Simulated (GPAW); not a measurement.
# Zn (Im-3m) in GPAW: convergence with basis set

Aim: find how far basis set must go before the results for Zn settle, at PBE. This setting moves, with any that are tied to it; all else stays.

All numbers are computed with GPAW 26.7.0; they aren't measurements. Logs are shortened: lines on timing, memory, paths and dates and some standing lists are left out, and cuts for length are marked. The log counts tension as positive stress, the text compression.

## (1) The structure

The structure is cubic, space group Im-3m (No. 229). The conventional cell has a = 3.138 Å, b = 3.138 Å, c = 3.138 Å, α = 90.00°, β = 90.00°, γ = 90.00°. Zn (site symmetry m-3m) is surrounded by 8 Zn at 2.72 Å.

This isn't the form of Zn at room conditions, which is hcp.

## (2) With basis set lcao:sz(dzp)

run.py

```python
from ase.dft.bandgap import bandgap
from ase.io import read, write
from gpaw import GPAW

atoms = read('Zn.xyz')

calc = GPAW(mode='lcao',
            h=0.16,
            basis='sz(dzp)',
            xc='PBE',
            kpts={'size': (12, 12, 12), 'gamma': True},
            occupations={'name': 'fermi-dirac', 'width': 0.05},
            convergence={'density': 1e-05, 'energy': 1e-05},
            maxiter=100,
            txt='gpaw.txt')
atoms.calc = calc
energy = atoms.get_potential_energy()
forces = atoms.get_forces()
calc.write('gs.gpw')
write('result.traj', atoms)
print(f'Energy: {energy:.6f} eV')
print('Forces (eV/A):')
print(forces.round(4))
print('Fermi level:', round(calc.get_fermi_level(), 4), 'eV')
print(f'Gap: {bandgap(calc)[0]:.4f} eV, direct: {bandgap(calc, direct=True)[0]:.4f} eV')
```

Zn.xyz

```xyz
1
Lattice="-1.5690370000 1.5690370000 1.5690370000 1.5690370000 -1.5690370000 1.5690370000 1.5690370000 1.5690370000 -1.5690370000" Properties=species:S:1:pos:R:3 pbc="T T T"
Zn     0.0000000000      0.0000000000      0.0000000000
```

Potentials or basis: GPAW PAW data sets (gpaw-data 1.2.1), lcao:sz(dzp).

On the command line:

```
$ OMP_NUM_THREADS=1 python run.py
```

gpaw.txt:

```text
__  _  _
 | _ |_)|_||  |
 |__||  | ||/\| - 26.7.0

Input parameters:
  mode=LCAO(),
  basis={'default': 'sz(dzp)'},
  convergence={'density': 1e-05, 'energy': 1e-05},
  h=0.16,
  kpts=MonkhorstPack(size=(12, 12, 12), gamma=True),
  maxiter=100,
  occupations=Occupations(name='fermi-dirac', width=0.05),
  xc=XC(name='PBE')

       Zn

Atoms  # Å, Bohr magnetons
|   | symbol |        x |        y |        z |    initial magnetic moments |
|---|--------|----------|----------|----------|-----------------------------|
| 0 |     Zn | 0.000000 | 0.000000 | 0.000000 | ( 0.0000,  0.0000,  0.0000) |

Unit cell  # Å
| periodic |         x |         y |         z |  lengths |     angles |
|----------|-----------|-----------|-----------|----------|------------|
|      yes | -1.569037 |  1.569037 |  1.569037 | 2.717652 | 109.471221 |
|      yes |  1.569037 | -1.569037 |  1.569037 | 2.717652 | 109.471221 |
|      yes |  1.569037 |  1.569037 | -1.569037 | 2.717652 | 109.471221 |

Number of symmetries: 48
Symmetry operations  # r_c * U_cc + t_c -> r_c
|    | kind |            matrix            |
|----|------|------------------------------|
|  0 |  σ   |  1, 1, 1,  0, 0,-1,  0,-1, 0 |
|  1 |  C4  |  1, 1, 1,  0, 0,-1, -1, 0, 0 |
|  2 |  C2  |  1, 1, 1,  0,-1, 0,  0, 0,-1 |
|  3 |  S6  |  1, 1, 1,  0,-1, 0, -1, 0, 0 |
|  4 |  S6  |  1, 1, 1, -1, 0, 0,  0, 0,-1 |
|  5 |  C4  |  1, 1, 1, -1, 0, 0,  0,-1, 0 |
|  6 |  E   |  1, 0, 0,  0, 1, 0,  0, 0, 1 |
|  7 |  σ   |  1, 0, 0,  0, 1, 0, -1,-1,-1 |
|  8 |  σ   |  1, 0, 0,  0, 0, 1,  0, 1, 0 |
|  9 |  C3  |  1, 0, 0,  0, 0, 1, -1,-1,-1 |
| 10 |  C3  |  1, 0, 0, -1,-1,-1,  0, 1, 0 |
| 11 |  σ   |  1, 0, 0, -1,-1,-1,  0, 0, 1 |
| 12 |  σ   |  0, 1, 0,  1, 0, 0,  0, 0, 1 |
| 13 |  C2  |  0, 1, 0,  1, 0, 0, -1,-1,-1 |
| 14 |  C3  |  0, 1, 0,  0, 0, 1,  1, 0, 0 |
| 15 |  S4  |  0, 1, 0,  0, 0, 1, -1,-1,-1 |
| 16 |  S4  |  0, 1, 0, -1,-1,-1,  1, 0, 0 |
[... 17 lines left out ...]
| 34 |  σ   |  0,-1, 0, -1, 0, 0,  1, 1, 1 |
| 35 |  C2  |  0,-1, 0, -1, 0, 0,  0, 0,-1 |
| 36 |  C2  | -1, 0, 0,  1, 1, 1,  0, 0,-1 |
| 37 |  S6  | -1, 0, 0,  1, 1, 1,  0,-1, 0 |
| 38 |  S6  | -1, 0, 0,  0, 0,-1,  1, 1, 1 |
| 39 |  C2  | -1, 0, 0,  0, 0,-1,  0,-1, 0 |
| 40 |  C2  | -1, 0, 0,  0,-1, 0,  1, 1, 1 |
| 41 |  i   | -1, 0, 0,  0,-1, 0,  0, 0,-1 |
| 42 |  S4  | -1,-1,-1,  1, 0, 0,  0, 1, 0 |
| 43 |  C3  | -1,-1,-1,  1, 0, 0,  0, 0, 1 |
| 44 |  C3  | -1,-1,-1,  0, 1, 0,  1, 0, 0 |
| 45 |  σ   | -1,-1,-1,  0, 1, 0,  0, 0, 1 |
| 46 |  S4  | -1,-1,-1,  0, 0, 1,  1, 0, 0 |
| 47 |  C2  | -1,-1,-1,  0, 0, 1,  0, 1, 0 |

BZ-sampling:
  Number of BZ points: 1728
  Number of IBZ points: 72

  Monkhorst-Pack size: [12, 12, 12]
  Monkhorst-Pack shift: [0.041666666666666664, 0.041666666666666664, 0.041666666666666664]

K-points  # in reciprocal-cell coordinates
|     |                                coordinates |     weight |
|-----|--------------------------------------------|------------|
|   0 | ( -0.00000000,  -0.00000000,  -0.00000000) | 0.00057870 |
|   1 | (  0.08333333,  -0.00000000,  -0.00000000) | 0.00694444 |
|   2 | (  0.08333333,   0.08333333,  -0.08333333) | 0.00347222 |
|   3 | (  0.16666667,  -0.00000000,  -0.08333333) | 0.01388889 |
|   4 | (  0.16666667,  -0.00000000,  -0.00000000) | 0.00694444 |
|   5 | (  0.16666667,   0.08333333,  -0.08333333) | 0.01388889 |
|   6 | (  0.16666667,   0.16666667,  -0.16666667) | 0.00347222 |
|   7 | (  0.25000000,  -0.08333333,  -0.08333333) | 0.00462963 |
|   8 | (  0.25000000,  -0.00000000,  -0.08333333) | 0.02777778 |
|   9 | (  0.25000000,  -0.00000000,  -0.00000000) | 0.00694444 |
| ... |                                            |            |
|  71 | (  0.50000000,   0.50000000,   0.50000000) | 0.00057870 |

basis functions: 9
Spin-components: 1 (collinear spins)
Bands:           9
Projectors:      6
Spin-degeneracy: 2
Datatype:        <class 'complex'>

Parallelization:
  kpt:    1
  domain: 1
  band:   1

Density:
  Valence electrons: 12.0
  Components: 1
  Grid points: [12 12 12]
  Charge: 0.0  # |e|

Potential:
  Grid points: [12 12 12]

species:
  Zn:
    name:    Zinc
    Z:       30.0
    valence: 12
[... 110 lines left out ...]
| 34 |  σ   |  0,-1, 0, -1, 0, 0,  1, 1, 1 |
| 35 |  C2  |  0,-1, 0, -1, 0, 0,  0, 0,-1 |
| 36 |  C2  | -1, 0, 0,  1, 1, 1,  0, 0,-1 |
| 37 |  S6  | -1, 0, 0,  1, 1, 1,  0,-1, 0 |
| 38 |  S6  | -1, 0, 0,  0, 0,-1,  1, 1, 1 |
| 39 |  C2  | -1, 0, 0,  0, 0,-1,  0,-1, 0 |
| 40 |  C2  | -1, 0, 0,  0,-1, 0,  1, 1, 1 |
| 41 |  i   | -1, 0, 0,  0,-1, 0,  0, 0,-1 |
| 42 |  S4  | -1,-1,-1,  1, 0, 0,  0, 1, 0 |
| 43 |  C3  | -1,-1,-1,  1, 0, 0,  0, 0, 1 |
| 44 |  C3  | -1,-1,-1,  0, 1, 0,  1, 0, 0 |
| 45 |  σ   | -1,-1,-1,  0, 1, 0,  0, 0, 1 |
| 46 |  S4  | -1,-1,-1,  0, 0, 1,  1, 0, 0 |
| 47 |  C2  | -1,-1,-1,  0, 0, 1,  0, 1, 0 |

BZ-sampling:
  Number of BZ points: 1728
  Number of IBZ points: 72

  Monkhorst-Pack size: [12, 12, 12]
  Monkhorst-Pack shift: [0.041666666666666664, 0.041666666666666664, 0.041666666666666664]

K-points  # in reciprocal-cell coordinates
|     |                                coordinates |     weight |
|-----|--------------------------------------------|------------|
|   0 | ( -0.00000000,  -0.00000000,  -0.00000000) | 0.00057870 |
|   1 | (  0.08333333,  -0.00000000,  -0.00000000) | 0.00694444 |
|   2 | (  0.08333333,   0.08333333,  -0.08333333) | 0.00347222 |
|   3 | (  0.16666667,  -0.00000000,  -0.08333333) | 0.01388889 |
|   4 | (  0.16666667,  -0.00000000,  -0.00000000) | 0.00694444 |
|   5 | (  0.16666667,   0.08333333,  -0.08333333) | 0.01388889 |
|   6 | (  0.16666667,   0.16666667,  -0.16666667) | 0.00347222 |
|   7 | (  0.25000000,  -0.08333333,  -0.08333333) | 0.00462963 |
|   8 | (  0.25000000,  -0.00000000,  -0.08333333) | 0.02777778 |
|   9 | (  0.25000000,  -0.00000000,  -0.00000000) | 0.00694444 |
| ... |                                            |            |
|  71 | (  0.50000000,   0.50000000,   0.50000000) | 0.00057870 |

basis functions: 9
Spin-components: 1 (collinear spins)
Bands:           9
Projectors:      6
Spin-degeneracy: 2
Datatype:        <class 'complex'>

Parallelization:
  kpt:    1
  domain: 1
  band:   1

Density:
  Valence electrons: 12.0
  Components: 1
  Grid points: [12 12 12]
  Charge: 0.0  # |e|

Potential:
  Grid points: [12 12 12]

species:
  Zn:
    name:    Zinc
    Z:       30.0
    valence: 12
    core:    18
    charge:  0.0  # [|e|]
    compensation charges:
      type: gauss
      rc: 0.37  # [Å]
      lmax: 2
    cutoffs:
      filter: 2.14  # [Å]
      core: 2.28  # [Å]
    projectors
    | kind |    occ | energy [eV] | rcut [Å] |
    |------|--------|-------------|----------|
    |   4s |  2.000 |      -5.977 |    1.286 |
    |   4p |  0.000 |      -1.117 |    1.270 |
    |   3d | 10.000 |     -10.142 |    1.180 |
    |    s |        |      21.234 |    1.286 |
    |    p |        |      26.095 |    1.270 |
    |    d |        |      17.070 |    1.180 |

    LCAO basis set for Zn:
      Name: sz(dzp)
      File: <dir>
      Number of radial functions: 3
      Number of spherical harmonics: 9
        l=0, rc=8.1562 Bohr: 4s-sz confined orbital
        l=1, rc=12.4062 Bohr: 4p-sz confined orbital
        l=2, rc=4.3594 Bohr: 3d-sz confined orbital
      Number of RI-basis functions 0

Reference energy: -48861.326653  # eV

eigensolver:
  <gpaw.new.lcao.eigensolver.LCAOEigensolver object>
density mixing:
  MSR1-Mixer
  Pratt-step length: 0.05
  Maximum mixing coefficient: 0.75
  Old densities: 10
  SVD Regularization: 0.005
  Good broyden scale: 1.0
  Trust region scale: 1.0
  Backstep threshold: 4.0
  History deletion threshold: 6.0
  Fourier metric: weight=20.0, sigma=0.015

occupation numbers:
  Fermi-Dirac:
    width: 0.0500  # eV

FastPoissonSolver using
    Stencil: 8*3+1=25 point O(h^6) finite-difference Laplacian
    FFT axes: [np.int64(0), np.int64(1), np.int64(2)]
    FST axes: []

xc functional:
  name: PBE with 2 nearest neighbor stencil
interpolation: tri-quintic # 5. degree polynomial

convergence criteria:
- Maximum integral of absolute [dens]ity change: 1e-05 electrons / valence electron
- Maximum [total energy] change in last 3 cyles: 1e-05 eV / valence electron
- Maximum integral of absolute [eigenst]ate change: 4e-08 eV^2 / valence electron
maximum number of iterations: 100

SCF iterations
|iter     | |      energy | eigst |  dens |
|---------|-|-------------|-------|-------|
|iter:   1| |   -0.443961 |      c|       |
|iter:   2| |   -0.435562 |      c| -1.44 |
|iter:   3| |   -0.398810 |      c| -1.47 |
|iter:   4| |   -0.402032 |      c| -2.04 |
|iter:   5| |   -0.402318 |      c| -2.66 |
|iter:   6| |   -0.402317 |      c| -4.18 |
|iter:   7| |   -0.402317c|      c| -5.12c|

Converged in 7 steps
Energy contributions relative to reference atoms: (reference = -48861.326653)

Energy contributions:
  Kinetic:          -5.637437
  Coulomb:           7.738007
  Zero:              0.047747
  External:          0.000000
  Xc:               -2.548886
  Entropy:          -0.003498
  Spinorbit:         0.000000
  ----------------------------
  Free energy:      -0.404066
  Extrapolated:     -0.402317

dipole moment: (-2.999994, -2.999994, -2.999994)  # |e|*Ang

Fermi level: 6.767
Eigenvalues  # (at kpt = [-0.000, -0.000, -0.000])
| band index |      eig [eV] | occ [0-2] |
|------------|---------------|-----------|
|          0 |        -3.726 |     2.000 |
|          1 |        -1.040 |     2.000 |
|          2 |        -1.040 |     2.000 |
|          3 |        -1.039 |     2.000 |
|          4 |        -0.528 |     2.000 |
|          5 |        -0.528 |     2.000 |
|          6 |        25.677 |     0.000 |
|          7 |        25.677 |     0.000 |
|          8 |        25.678 |     0.000 |

No gap
No difference between direct/indirect transitions

Forces  # eV/Ang
|        x |       y |       z |
|----------|---------|---------|
| -0.00000 | 0.00000 | 0.00000 |  # Zn   0

# Writing to gs.gpw (mode='')
```

It took 98 s on 1 thread of Arm Neoverse V1, shared host; peak memory 0.14 GiB.

What came out:

| Property | Result |
| --- | --- |
| Free energy | -0.4041 eV |
| Band gap on the k mesh | none (metal or under the smearing width) |

## (3) With basis set lcao:szp(dzp)

Edit run.py of step 2 so:

```diff
@@ -8,3 +8,3 @@
             h=0.16,
-            basis='sz(dzp)',
+            basis='szp(dzp)',
             xc='PBE',
```

Zn.xyz is that of step 2.

Potentials or basis: GPAW PAW data sets (gpaw-data 1.2.1), lcao:szp(dzp).

On the command line:

```
$ OMP_NUM_THREADS=1 python run.py
```

Run time: 2.6 min. Hardware: 1 thread of Arm Neoverse V1, shared host; peak memory 0.14 GiB.

Results:

```
Free energy            : -0.5088 eV
Band gap on the k mesh : none (metal or under the smearing width)
```

## (4) With basis set lcao:dz(dzp)

Edit run.py of step 3 so:

```diff
@@ -8,3 +8,3 @@
             h=0.16,
-            basis='szp(dzp)',
+            basis='dz(dzp)',
             xc='PBE',
```

Zn.xyz is that of step 3.

Potentials or basis: GPAW PAW data sets (gpaw-data 1.2.1), lcao:dz(dzp).

On the command line:

```
$ OMP_NUM_THREADS=1 python run.py
```

Run time: 2.6 min. Hardware: 1 thread of Arm Neoverse V1, shared host; peak memory 0.15 GiB.

Results:

* Free energy: -0.8163 eV
* Band gap on the k mesh: none (metal or under the smearing width)

## (5) With basis set lcao:dzp

Edit run.py of step 4 so:

```diff
@@ -8,3 +8,3 @@
             h=0.16,
-            basis='dz(dzp)',
+            basis='dzp',
             xc='PBE',
```

Zn.xyz is that of step 4.

Potentials or basis: GPAW PAW data sets (gpaw-data 1.2.1), lcao:dzp.

On the command line:

```
$ OMP_NUM_THREADS=1 python run.py
```

Wall time 3.6 min (1 thread of Arm Neoverse V1, shared host); peak memory 0.15 GiB.

The run converged. Its results:

* Free energy: -0.8509 eV
* Band gap on the k mesh: none (metal or under the smearing width)

## (6) With basis set fd

Edit run.py of step 5 so:

```diff
@@ -6,5 +6,4 @@
 
-calc = GPAW(mode='lcao',
+calc = GPAW(mode='fd',
             h=0.16,
-            basis='dzp',
             xc='PBE',
@@ -12,2 +11,3 @@
             occupations={'name': 'fermi-dirac', 'width': 0.05},
+            nbands=13,
             convergence={'density': 1e-05, 'energy': 1e-05},
```

Zn.xyz is that of step 5.

Potentials or basis: GPAW PAW data sets (gpaw-data 1.2.1), fd.

On the command line:

```
$ OMP_NUM_THREADS=1 python run.py
```

Wall time 26 s (1 thread of Arm Neoverse V1, shared host); peak memory 0.2 GiB.

The run converged. Its results:

- Free energy: -1.1524 eV
- Band gap on the k mesh: none (metal or under the smearing width)

## (7) With basis set pw

Edit run.py of step 6 so:

```diff
@@ -2,3 +2,4 @@
 from ase.io import read, write
-from gpaw import GPAW
+from ase.units import GPa
+from gpaw import GPAW, PW
 
@@ -6,4 +7,3 @@
 
-calc = GPAW(mode='fd',
-            h=0.16,
+calc = GPAW(mode=PW(600),
             xc='PBE',
@@ -18,2 +18,3 @@
 forces = atoms.get_forces()
+stress = atoms.get_stress()
 calc.write('gs.gpw')
@@ -23,2 +24,3 @@
 print(forces.round(4))
+print('Stress (GPa):', (stress / GPa).round(3))
 print('Fermi level:', round(calc.get_fermi_level(), 4), 'eV')
```

Zn.xyz is that of step 6.

Potentials or basis: GPAW PAW data sets (gpaw-data 1.2.1), pw.

On the command line:

```
$ OMP_NUM_THREADS=1 python run.py
```

Run time: 9.6 s. Hardware: 1 thread of Arm Neoverse V1, shared host; peak memory 0.13 GiB.

Results (log left out):

```yaml
Free_energy: -1.1008 eV
Pressure: -0.7 GPa
Band_gap_on_the_k_mesh: none (metal or under the smearing width)
```

## (8) Result

| basis set | energy less the tightest run, at zero smearing (meV/atom) | SCF cycles | CPU time (s) | peak memory (GiB) |
| --- | --- | --- | --- | --- |
| lcao:sz(dzp) | 696.60 | 7 | 98 | 0.14 |
| lcao:szp(dzp) | 592.01 | 8 | 160 | 0.14 |
| lcao:dz(dzp) | 284.53 | 8 | 160 | 0.15 |
| lcao:dzp | 249.89 | 8 | 220 | 0.15 |
| fd | -51.64 | 13 | 26 | 0.2 |
| pw | 0.00 | 9 | 9.6 | 0.13 |

Not settled before the last step: the energy (to 1 meV/atom). The tightest run that finished is the yardstick and may itself not be fully converged.
